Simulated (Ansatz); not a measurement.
**CuI (rocksalt type): Wannier functions and tight-binding models**

Where do the localised orbitals of CuI (rocksalt type) sit, how far are they spread, and how do the settings change that? The runs, in order: PBE, anion s p, 6×6×6; PBE, anion s p, 4×4×4; PBE, anion s p, 8×8×8; PBE, anion p, 6×6×6; PBE, metal d and anion p, 6×6×6; PBE, metal d, 6×6×6; r2SCAN, anion s p, 6×6×6; r2SCAN, anion p, 6×6×6; HSE06, anion s p, 6×6×6; HSE06, metal d and anion p, 6×6×6 (level, trial orbitals, Wannier mesh).

Computed with Ansatz 0.2.0 (plane waves, PAW, unless a step's input says otherwise).

5 further runs of the same task are left out: 5 that didn't finish.

### Step 1. The starting structure

The structure is cubic, space group Fm-3m (No. 225). Conventional cell: a = 5.712 Å, b = 5.712 Å, c = 5.712 Å, α = 90.00°, β = 90.00°, γ = 90.00°. Cu (site symmetry m-3m) has 6 I at 2.86 Å as nearest neighbours. I (site symmetry m-3m) has 6 Cu at 2.86 Å as nearest neighbours.

Coordinates:

```
CELL_PARAMETERS angstrom
0.00000 2.85611 2.85611
2.85611 0.00000 2.85611
2.85611 2.85611 0.00000
ATOMIC_POSITIONS crystal
Cu 0.00000 0.00000 0.00000
I 0.50000 0.50000 0.50000
```

The cell was relaxed beforehand with r2SCAN; those runs aren't shown. No spin polarisation is used; should the compound be magnetic, its bands and low-energy spectrum would differ. No run includes spin-orbit coupling, which matters for I.

### Step 2. PBE, anion s p, 6×6×6

Contents of input.yaml:

```yaml
crystal:
  lattice:
    - [0.0, 2.8561104037, 2.8561104037]
    - [2.8561104037, 0.0, 2.8561104037]
    - [2.8561104037, 2.8561104037, 0.0]
  atoms:
    - { symbol: Cu, position: [0.0, 0.0, 0.0] }
    - { symbol: I, position: [0.5, 0.5, 0.5] }
kpoints:
  mp_grid: { grid: [6, 6, 6] }
  band_path:
    path:
      - [[0.0, 0.0, 0.0], [0.5, -7.555989153079e-36, 0.5], [0.625, 0.25, 0.625]]
      - [[0.375, 0.375, 0.75], [0.0, 0.0, 0.0], [0.5, 0.5, 0.5], [0.5, 0.25, 0.75], [0.5, -7.555989153079e-36, 0.5]]
    npoints: 10
hamiltonian:
  xc: pbe
scf:
  occupations: { method: fermi_dirac, width: 0.02 }
  n_extra_bands: 6
output:
  forces: false
  stress: false
  eigenvalues: true
  wannier:
    kmesh: [6, 6, 6]
    projections: [{ species: I, l: s, shell: 5 }, { species: I, l: p, shell: 5 }]
    minimise: true
    write_hr: true
    conv_tol: 1.0e-08
    max_iter: 3000
```

Run with:

```bash
$ ansatz run input.yaml --threads 4 --pin off --max-ram 3686MiB --backend cpu --events-out ev --progress --plain --runs-dir out
```

After this run come: PBE, anion s p, 4×4×4; PBE, anion s p, 8×8×8; PBE, anion p, 6×6×6; PBE, metal d and anion p, 6×6×6; PBE, metal d, 6×6×6; r2SCAN, anion s p, 6×6×6; r2SCAN, anion p, 6×6×6; HSE06, anion s p, 6×6×6; HSE06, metal d and anion p, 6×6×6.

Q: Predict the results of all the runs planned. Wanted: total spread, PBE, anion s p, 6×6×6; total spread, PBE, anion s p, 4×4×4; total spread, PBE, anion s p, 8×8×8; total spread, PBE, anion p, 6×6×6; total spread, PBE, metal d and anion p, 6×6×6; total spread, PBE, metal d, 6×6×6; total spread, r2SCAN, anion s p, 6×6×6; total spread, r2SCAN, anion p, 6×6×6; total spread, HSE06, anion s p, 6×6×6.

**Answer**, as computed:

```
                                       quantity                         value
            total spread, PBE, anion s p, 6×6×6     11.19 Å² over 4 functions
            total spread, PBE, anion s p, 4×4×4      9.35 Å² over 4 functions
            total spread, PBE, anion s p, 8×8×8     12.37 Å² over 4 functions
              total spread, PBE, anion p, 6×6×6     11.19 Å² over 3 functions
  total spread, PBE, metal d and anion p, 6×6×6     11.03 Å² over 8 functions
              total spread, PBE, metal d, 6×6×6      7.00 Å² over 5 functions
         total spread, r2SCAN, anion s p, 6×6×6     10.45 Å² over 4 functions
           total spread, r2SCAN, anion p, 6×6×6     10.48 Å² over 3 functions
          total spread, HSE06, anion s p, 6×6×6     13.72 Å² over 4 functions
total spread, HSE06, metal d and anion p, 6×6×6     10.01 Å² over 8 functions
                       centres of the first set  0.58 Å from the nearest atom
```

What this shows: With PBE, anion s p, 6×6×6 the 4 functions move off the atoms, with a mean spread of 2.80 Å²; 87 % of the total is gauge invariant. The total spread goes from 9.35 Å² on 4×4×4 to 12.37 Å² on 8×8×8: finite differences in k understate it on coarse meshes, while the largest miss of a band goes from 0.85 to 0.84 eV. On one set and mesh the functional gives 11.19 (PBE), 10.45 (r2SCAN), 13.72 (HSE06) Å².
